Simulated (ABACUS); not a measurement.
Crystal: GaSb.

```xyz
2
Lattice="0.0000 3.0590 3.0590 3.0590 0.0000 3.0590 3.0590 3.0590 0.0000" Properties=species:S:1:pos:R:3 pbc="T T T"
Sb    4.5885    4.5885    4.5885
Ga    0.0000    0.0000    0.0000
```

Base run:

* Program: ABACUS 3.10.1
* Functional: SCAN
* Potentials or basis: SG15 ONCV 1.2 PBE
* Cutoff: 1361 eV
* Density cutoff: 5442 eV
* Basis: DZP LCAO (the cutoffs set its grid)
* k mesh: 6 × 6 × 6
* Occupations: fermi-dirac, width 0.05 eV
* Spin: no spin polarisation

Its results: band gap on the k mesh none (metal or under the smearing width); pressure -1.0 GPa.

**Question.** The run is repeated on the same cell with these changes: functional from SCAN to r2SCAN. What comes out?

**Answer.** Band gap on the k mesh 0.09 eV, direct; pressure 0.0 GPa.

Caveats: the atomic orbitals were generated for these runs and aren't a published set; the potentials were made for another functional, which shifts forces and pressure; the basis of atomic orbitals isn't converged, which shifts pressures, moduli and gaps; spin-orbit coupling is left out, which moves the levels of the heavy elements (some runs).

